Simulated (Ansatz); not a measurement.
# GaP: the cost of one run

All numbers below are computed with Ansatz 0.2.0 (DFT PBE, scalar-relativistic, plane waves, PAW).

3 further runs of the same task are left out: 3 set aside as unsound or not needed.

**1. Starting point**

The cell holds 32 atoms (DyGa15P16): a = 9.535 Å, b = 9.535 Å, c = 9.535 Å, α = 109.47°, β = 109.47°, γ = 109.47°.

The coordinates of this cell stand in the input of its own run.

The host was relaxed before at PBE: a = 5.505 Å, b = 5.505 Å, c = 5.505 Å, α = 90.00°, β = 90.00°, γ = 90.00° (conventional cell), 20.855 Å³/atom.

Places, in fractions of the supercell: Dy in place of Ga at (0.250, 0.500, 0.250). Its neighbours start displaced at random by about 0.03 Å.

**2. Band edges of the host over the zone**

File input.yaml:

```yaml
crystal:
  lattice:
    - [0.0, 2.7525584806, 2.7525584806]
    - [2.7525584806, 0.0, 2.7525584806]
    - [2.7525584806, 2.7525584806, 0.0]
  atoms:
    - { symbol: Ga, position: [0.0, 0.0, 0.0] }
    - { symbol: P, position: [0.25, 0.25, 0.25] }
basis:
  ecutwfc: 420
  xc_grid: 2
kpoints:
  mp_grid: { grid: [8, 8, 8] }
  band_path: { path: [VBM, CBM], npoints: 2 }
hamiltonian:
  xc: pbe
scf:
  occupations: { method: gaussian, width: 0.02 }
output:
  forces: true
  stress: true
  eigenvalues: true
```

The run is started by

```
$ ansatz run input.yaml --threads 8 --pin off --max-ram 14336MiB --backend cpu --events-out ev --progress --plain --runs-dir out
```

What time and memory should one allow on 8 threads of Intel Xeon at 2.70GHz, shared host?

About 1.5 s, with a peak of 0.38 GiB.
